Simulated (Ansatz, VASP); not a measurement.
## KI2: VASP beside Ansatz

The input INCAR:

```
SYSTEM = KI2
  PREC = Accurate
  ENCUT = 520
  EDIFF = 1E-7
  ISMEAR = 0
  SIGMA = 0.1
  LREAL = .FALSE.
  LASPH = .TRUE.
  NELM = 80
  ALGO = Normal
  ISIF = 2
  LWAVE = .FALSE.
  LCHARG = .FALSE.
  GGA = PE
  NBANDS = 18
```

The input KPOINTS:

```
Automatic mesh
0
G
  6 6 6
  0 0 0
```

Contents of POSCAR:

```
KI2
1.0
    2.1273044600      1.2281998000      7.9867782300
   -2.1273044600      1.2281998000      7.9867782300
    0.0000000000     -2.4563996100      7.9867782300
K I
1 2
Direct
    0.0000000000      0.0000000000      0.0000000000
    0.7461233100      0.7461233100      0.7461233100
    0.2538766900      0.2538766900      0.2538766900
```

Input for Ansatz:

```yaml
crystal:
  lattice:
    - [2.12730446, 1.2281998, 7.98677823]
    - [-2.12730446, 1.2281998, 7.98677823]
    - [0.0, -2.45639961, 7.98677823]
  atoms:
    - { symbol: K, position: [0.0, 0.0, 0.0] }
    - { symbol: I, position: [0.74612331, 0.74612331, 0.74612331] }
    - { symbol: I, position: [0.25387669, 0.25387669, 0.25387669] }
basis:
  ecutwfc: 420
kpoints:
  mp_grid: { grid: [6, 6, 6] }
hamiltonian:
  xc: pbe
scf:
  occupations: { method: gaussian, width: 0.1 }
  lower_state_search: "off"
output:
  forces: true
  stress: true
  eigenvalues: true
```

Change from the starting cell: species swapped into the TaS2 type (R-3m, No. 166).

Alike in both runs: task single point; functional PBE; k mesh 6 × 6 × 6; occupations gaussian, width 0.1 eV; no spin polarisation.

|  | VASP | Ansatz |
| --- | --- | --- |
| version | VASP 6.6.1 | Ansatz 0.2.0 |
| potentials or method | VASP PAW PBE potentials, release 64 (K_sv, I) | scalar-relativistic, plane waves, PAW |
| plane-wave cutoff (eV) | 520 | 420 |
| valence electrons in the cell | 23 | 43 |

```csv
,VASP,Ansatz,Ansatz less VASP
gap on the k mesh at the Fermi level (eV),none,none,-
pressure (GPa),5.2,5.1,-0.08
largest component of the traceless stress (GPa),0.88,0.87,-0.006
rms of the force components (eV/Å),0.600,0.592,-0.0084
```

Atom by atom the forces differ by 0.008 eV/Å (rms over components). A gap of «none» marks a metal or a gap that the smearing closes. With one functional, cell and mesh, what is left measures potentials, basis and numerics. The two sets of potentials don't hold the same shells in valence.

Caveats: an odd number of electrons without spin polarisation forces a metal; a magnetic or distorted state may lie lower. Spin-orbit coupling is left out, which matters for the levels of I.
